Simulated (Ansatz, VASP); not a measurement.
## One calculation of TaN, two programs

Contents of INCAR:

```
PREC     = Accurate       # precision mode
ENCUT    = 600            # plane-wave cutoff, eV
EDIFF    = 1E-6           # SCF threshold, eV
ISMEAR   = -1             # smearing method
SIGMA    = 0.02           # smearing width, eV
LREAL    = False          # projectors in reciprocal space
LASPH    = True           # aspherical terms in the spheres
NELM     = 100            # most SCF steps
ALGO     = Normal         # electronic algorithm
ISIF     = 3              # what is computed and relaxed
LWAVE    = False          # write WAVECAR
LCHARG   = False          # write CHGCAR
GGA      = CA             # functional
IBRION   = 2              # ionic algorithm
NSW      = 100            # ionic steps
EDIFFG   = -0.005         # ionic threshold
```

Contents of KPOINTS:

```
Automatic mesh
0
Gamma
  10 10 9
```

File POSCAR:

```
TaN
1.0
    2.8780239874      0.0000000000      0.0000000000
   -1.4390119937      2.4924418858      0.0000000000
    0.0000000000      0.0000000000      2.8241467514
Ta N
1 1
Direct
    0.3333333333      0.6666666667      0.5000000000
    0.0000000000      0.0000000000      0.0000000000
```

Input for Ansatz:

```yaml
crystal:
  lattice:
    - [2.8780239874, 0.0, 0.0]
    - [-1.4390119937, 2.4924418858, 0.0]
    - [0.0, 0.0, 2.8241467514]
  atoms:
    - { symbol: Ta, position: [0.3333333333, 0.6666666667, 0.5] }
    - { symbol: "N", position: [0.0, 0.0, 0.0] }
kpoints:
  mp_grid: { grid: [10, 10, 9] }
scf:
  occupations: { method: fermi_dirac, width: 0.02 }
hamiltonian:
  xc: lda
  pseudopotentials: { kind: all_electron, lapw: { basis_error: 0.001 } }
output:
  forces: true
  stress: true
relax:
  f_tol: 0.005
  max_steps: 80
  cell: {}
```

Alike in both runs: task relaxation of cell and atoms; functional LDA; k mesh 10 × 10 × 9; occupations fermi-dirac, width 0.02 eV; no spin polarisation.

|  | VASP | Ansatz |
| --- | --- | --- |
| version | VASP 6.6.1 | Ansatz 0.2.0 |
| potentials or method | VASP PAW LDA potentials, release 64 (Ta_pv, N) | all-electron LAPW, scalar-relativistic |
| plane-wave cutoff (eV) | 600 | see its input |

|  | VASP | Ansatz | Ansatz less VASP |
| --- | --- | --- | --- |
| relaxed volume (Å³/atom) | 10.49 | 10.43 | -0.055 |
| relaxed cell length with the largest relative difference (Å) | 2.856 | 2.851 | -0.0050 |
| energy change over the relaxation (meV/atom) | -15 | -11 | +4.5 |

Ansatz ran all-electron here, so the differences hold the error of VASP's frozen core and of both bases.

Spin-orbit coupling is left out, which matters for the levels of Ta.
